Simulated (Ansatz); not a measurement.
# Phases of Gd at 36 GPa

Structure types of Gd are relaxed in primitive cells with their symmetry kept at 36 GPa, first on PAW files, then by LAPW. The enthalpy is E + pV at zero temperature, without zero-point motion. Only the types listed were tried, and differences under about 5 meV/atom are mesh noise. Not among the end structures: hcp, which may lie lower.

Computed with Ansatz 0.2.0; functional PBE, scalar-relativistic. Settings: Fermi–Dirac smearing of 0.05 eV, spin-polarised from start moments Gd 7 μB. Methods: LAPW: all electrons, basis error target 0.5 meV/atom; PAW: frozen-core files, cutoff 420 eV.

k meshes: fcc 15×15×15, bcc 16×16×16.

The open f shell is treated without a Hubbard term, so these are results of the method, and the state needn't be the lowest. Spin–orbit coupling is left out, which matters for the heavy atoms.

Question: Order the types by LAPW enthalpy, lowest first.
A. fcc
B. bcc

Answer: A (0 meV/atom), B (127 meV/atom).

```csv
start type,ends as,"a, b, c (Å)",V (Å³/atom),"H − H(lowest), LAPW (meV/atom)","same, PAW",moment (μB/atom)
fcc,"fcc, Fm-3m","4.297, 4.297, 4.297",19.83,0.0,0.0,7.09
bcc,"bcc, Im-3m","3.436, 3.436, 3.436",20.28,127.0,126.2,7.48
```

Question: Split the lead of fcc over bcc into energy and pV.

Answer: For bcc less fcc: ΔE = +25.4 meV/atom, and p·ΔV = 36 GPa × +0.4521 Å³ × 6.242 meV/(GPa·Å³) = +101.6 meV/atom, together 127.0 meV/atom. fcc wins on both counts.
